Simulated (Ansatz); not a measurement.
Ti3SiC2 under a change: uniaxial strain ε_yy = −5.75 %

The reference is Ti3SiC2 (space group P6_3/mmc, No. 194; a = 3.073 Å, c = 17.723 Å). Axes: x lies along a and z along c of the hexagonal cell.

Now apply this change: the cell is compressed by 5.75 % along y with no lateral relaxation, atoms relaxed at fixed cell.

Computed with DFT with PBE, PAW potentials and a 420 eV plane-wave cutoff in Ansatz (a program for electronic structure), no spin-orbit coupling. k-mesh 14×14×3 (Γ-centred); smearing 0.05 eV (Fermi–Dirac).

```json
[
 {"quantity": "volume per atom", "base": "12.08 Å³", "changed": "11.38 Å³", "shift": "-0.694 Å³"},
 {"quantity": "space group", "base": "P6_3/mmc (No. 194)", "changed": "Cmcm (No. 63)", "shift": "–"},
 {"quantity": "shortest interatomic distance", "base": "2.092 Å", "changed": "2.031 Å", "shift": "-0.061 Å"},
 {"quantity": "energy relative to the base (free energy F)", "base": "0 meV/atom", "changed": "+50 meV/atom", "shift": "+50 meV/atom"},
 {"quantity": "pressure (mean of the normal stresses, compression positive)", "base": "0.0 GPa", "changed": "12.5 GPa", "shift": "+12.5 GPa"},
 {"quantity": "band gap", "base": "zero", "changed": "zero", "shift": "–"},
 {"quantity": "largest internal atomic displacement", "base": "–", "changed": "0.068 Å", "shift": "–"},
 {"quantity": "stress (xx, yy, zz, yz, xz, xy; compression positive) (rough)", "base": "–", "changed": "(6.2, 24.3, 7.0, 0.0, 0.0, 0.0) GPa", "shift": "–"}
]
```

Final structure:

```xyz
12
Lattice="3.0728 0.0000 0.0000 -1.5364 2.5081 0.0000 0.0000 0.0000 17.7228" Properties=species:S:1:pos:R:3 pbc="T T T"
Ti     0.0000     0.0000     0.0000
Ti     0.0000     0.0000     8.8614
Ti     0.0000     1.6454     2.4093
Ti     1.5364     0.8627    11.2707
Ti     1.5364     0.8627    15.3135
Ti     0.0000     1.6454     6.4521
Si     0.0000    -0.0680     4.4307
Si     0.0000     0.0680    13.2921
C      0.0000     1.6818    10.1431
C      1.5364     0.8262     1.2817
C      1.5364     0.8262     7.5798
C      0.0000     1.6818    16.4412
```

Without a gap, meshes like the base's 14×14×3 leave anisotropic stresses uncertain by several tenths of a GPa, and small strain energies with them. No phonon test of stability was made. All final runs are without spin polarisation.
